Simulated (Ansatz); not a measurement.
An Ansatz input (plane waves, PAW) for Bi2Te3 that has something wrong with it:

```yaml
crystal:
  lattice:
    - [1.77984512, 1.02759406, 8.51957961]
    - [-1.77984512, 1.02759406, 8.51957961]
    - [0.0, -2.05518812, 8.51957961]
  atoms:
    - { symbol: Bi, position: [0.3976135335, 0.3976135335, 0.3976135335] }
    - { symbol: Bi, position: [0.6023864665, 0.6023864665, 0.6023864665] }
    - { symbol: Te, position: [0.0, 0.0, 0.0] }
    - { symbol: Te, position: [0.21523085, 0.21523085, 0.21523085] }
    - { symbol: Te, position: [0.78476915, 0.78476915, 0.78476915] }
basis:
  ecutwfc: 420
  ecutrho_ratio: 4
kpoints:
  mp_grid: { grid: [8, 8, 8] }
hamiltonian:
  xc: pbe
scf:
  occupations: { method: gaussian, width: 0.05 }
  max_iter: 60
output:
  forces: true
  stress: true
```

Launched as:
```sh
ansatz run input.yaml --threads 4 --pin off --max-ram 7168MiB --backend cpu --events-out ev --progress --plain --runs-dir out
```

What the program printed:

SCF trace (energy estimate counted from the last row):
```tsv
iteration	ΔE (eV)	density residual (eV)
1	-0.008	4.97e-2
2	-1.1e-03	1.74e-2
3	-1.7e-04	1.51e-3
4	-1.7e-05	9.92e-5
5	0.000	8.81e-6
6	0.000	5.96e-7
7	0.000	8.97e-8
```

```
SCF 1 converged in 7 iterations: F = -45714.368252 eV  dr2 = 8.97e-8
SCF converged after 7 iterations
Free energy (F): -45714.368252 eV
E sigma→0 (E₀):  -45714.367629 eV
Entropy (-TS):   -0.001245 eV (-0.249 meV/atom)
Fermi energy:    21.812129 eV
--- Forces (eV/Å), atoms counted from 1 ---
  atom   1  Bi     0.00000000     0.00000000    -3.09627102
  atom   2  Bi     0.00000000     0.00000000     3.09627102
  atom   3  Te     0.00000000     0.00000000     0.00000000
  atom   4  Te     0.00000000     0.00000000   -11.16298159
  atom   5  Te     0.00000000     0.00000000    11.16298159
--- Stress (GPa, compression-positive) ---
      128.771688       0.000000       0.000000
        0.000000     128.771688       0.000000
        0.000000       0.000000     129.929477
  P = ⅓ Tr σ = 129.1576 GPa (1291.576 kbar)
```

Task: What is wrong with it?

Result: A lattice far too small. Against the sound input: crystal.lattice: changed (the cap on iterations is only a precaution).

The run converged all the same; its pressure of 129 GPa shows the fault against the sound run's. Its energy lies 3962 meV/atom from the sound one. Run time: 3.5 s on 4 threads of Arm Neoverse V2, with other jobs on the host, peak memory 0.52 GiB. The run before the change (PBE, 420 eV, 8×8×8 mesh) gave:

```tsv
run	P (GPa)	gap on the mesh (eV)	cell moment (μB)	largest force component (eV/Å)
sound	0.0	0.50	–	0.004
spoiled	129.2	metal	–	11.163
```

The start was a prototype's sites filled with these elements; the Crystallography Open Database holds the compound in this structure.

Of that run: Semilocal functionals underestimate band gaps, commonly by a third or more. The structure is layered, and this functional has no dispersion term, so the layers' spacing is poorly fixed, often too long, and so is what hangs on it.
